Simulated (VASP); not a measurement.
**Ge: relaxation of cell and atoms with PBE**

Crystal: Ge.

```
Ge
1.0
     2.71630    0.00000    0.00000
     0.00000    2.71630    0.00000
     0.00000    0.00000    2.71630
Ge
1
Direct
  0.50000 0.50000 0.50000
```

The cell was built by a generator and needn't be a form met in nature.

```json
{
  "Program": "VASP 6.6.1",
  "Task": "relaxation of cell and atoms",
  "Functional": "PBE",
  "Potentials or basis": "VASP PAW PBE potentials, release 64 (Ge_d)",
  "Cutoff": "600 eV",
  "k mesh": "20 × 20 × 20",
  "Occupations": "gaussian, width 0.1 eV",
  "Spin": "no spin polarisation",
  "Dipole correction": "no",
  "Further INCAR settings": "ALGO = Normal; EDIFF = 1e-07; IBRION = 2; EDIFFG = -0.01; NSW = 100; ISIF = 3"
}
```

- Relaxed volume: 19.93 Å³/atom
- Relaxed cell: a = 2.711 Å, b = 2.711 Å, c = 2.711 Å, α = 90.00°, β = 90.00°, γ = 90.00°
- Space group after relaxing (to 0.05 Å): Pm-3m (No. 221)
- Energy gained by relaxing: 0.1 meV/atom
- Ionic steps: 2
- Pressure after relaxing: 0.0 GPa
- Band gap on the k mesh: none (metal or under the smearing width)

The path:
| step | energy change (eV) | largest force (eV/Å) | pressure (GPa) | volume (Å³) |
| --- | --- | --- | --- | --- |
| 1 | 0.0000 | 0.0000 | -0.32 | 20.04 |
| 2 | -0.0001 | 0.0000 | 0.05 | 19.93 |

Final structure:
```yaml
crystal:
  lattice:
    - [2.71107, 0.00000, 0.00000]
    - [0.00000, 2.71107, 0.00000]
    - [0.00000, 0.00000, 2.71107]
  atoms:
    - { symbol: Ge, position: [0.50000, 0.50000, 0.50000] }
```

Levels at points of the mesh, in eV from the Fermi level:
| k point | band 5 | band 6 | band 7 | band 8 | band 9 | band 10 |
| --- | --- | --- | --- | --- | --- | --- |
| (0.00, 0.00, 0.00) | -24.41 | -12.71 | 6.60 | 6.60 | 6.60 | 10.04 |
| (0.50, 0.00, 0.00) | -24.41 | -9.00 | -5.55 | 9.44 | 9.44 | 13.24 |
| (0.50, 0.50, 0.00) | -24.34 | -5.07 | -2.50 | -2.50 | 3.21 | 12.23 |
| (0.50, 0.50, 0.50) | -24.33 | -0.55 | 0.35 | 0.35 | 0.35 | 6.91 |

It took 35 s on 1 thread of Intel(R) Xeon(R) Platinum 8488C (Sapphire Rapids), on a shared host, peak memory 0.2 GiB.
